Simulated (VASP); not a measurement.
Re, 2 atoms in the cell. Symmetry: P6_3/mmc, No. 194, hexagonal system. Conventional cell: a = 2.751 Å, b = 2.751 Å, c = 4.443 Å, α = 90.00°, β = 90.00°, γ = 120.00°. Re (site symmetry -6m2) is surrounded by 12 Re at 2.73 to 2.75 Å. 

| Quantity | Value |
| --- | --- |
| Program | VASP 6.6.1 |
| Task | single point |
| Functional | HSE06 |
| Potentials or basis | VASP PAW PBE potentials, release 64 (Re) |
| Cutoff | 520 eV |
| k mesh | 9 × 9 × 4 |
| Occupations | gaussian, width 0.1 eV |
| Spin | no spin polarisation |
| Grid for exact exchange (PRECFOCK) | Fast |
| Screening parameter | 0.2 1/A |
| Further INCAR settings | ALGO = Normal; EDIFF = 1e-06; NBANDS = 14 |

Potentials or basis: VASP PAW PBE potentials, release 64 (Re).

Command:

```console
$ cat potpaw_PBE.64/Re/POTCAR > POTCAR
$ cp INCAR.step1 INCAR
$ mpirun -np 1 vasp_std > vasp.out
$ cp INCAR.step2 INCAR
$ mpirun -np 1 vasp_std > vasp.out
```

Hardware: 1 thread of Intel(R) Xeon(R) Platinum 8488C (Sapphire Rapids), with other jobs on the host.

Question: How long does it take, and how much memory?

Answer: It took 2.1 h on 1 thread of Intel(R) Xeon(R) Platinum 8488C (Sapphire Rapids), with other jobs on the host, peak memory 0.27 GiB. Counts: scf iterations 22, k points 75.
